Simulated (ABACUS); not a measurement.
# Sn under changes of volume

One of the cells (28.673 Å³/atom); the others are scaled copies at fixed shape and fractional positions:

```xyz
1
Lattice="-1.7265 1.7755 2.3383 1.7265 -1.7755 2.3383 1.7265 1.7755 -2.3383" Properties=species:S:1:pos:R:3 pbc="T T T"
Sn    0.0000    0.0000    0.0000
```

This isn't the form of Sn at room conditions, which is tetragonal (white tin).

```yaml
Program: ABACUS 3.10.1
Functional: PBE
Potentials_or_basis: PseudoDojo NC SR 0.4.1 PBE standard
Cutoff: 1361 eV
Density_cutoff: 5442 eV
Basis: TZDP LCAO (the cutoffs set its grid)
k_mesh: 11 × 11 × 11
Occupations: fermi-dirac, width 0.05 eV
Spin: no spin polarisation
```

| volume (Å³/atom) | energy over the lowest point (meV/atom) | pressure (GPa) |
| --- | --- | --- |
| 26.953 | ? | ? |
| 27.526 | 2.81 | 1.3 |
| 28.100 | 0.00 | 0.2 |
| 28.673 | 0.85 | -0.7 |
| 29.247 | 4.84 | -1.6 |
| 29.820 | 11.73 | -2.3 |
| 30.394 | 21.20 | -3.0 |

Task: What does the run at 26.953 Å³/atom give?

Result: Energy over the lowest point 9.56 meV/atom; pressure 2.5 GPa.

Worked out: A Birch-Murnaghan fit of order 3 (a polynomial in V^(-2/3)) to the other rows has its minimum at 28.25 Å³/atom with B0 = V·E''(V) = 48 GPa and B' = 4.5 at fixed shape and positions, which overstates the stiffness. It gives 9.61 meV/atom at 26.953 Å³/atom, against the run's 9.56, and -dE/dV = 2.5 GPa, against 2.5.

Energies are extrapolated to zero smearing.

Caveats: the atomic orbitals were generated for these runs and aren't a published set; the basis of atomic orbitals isn't converged, which shifts pressures, moduli and gaps.
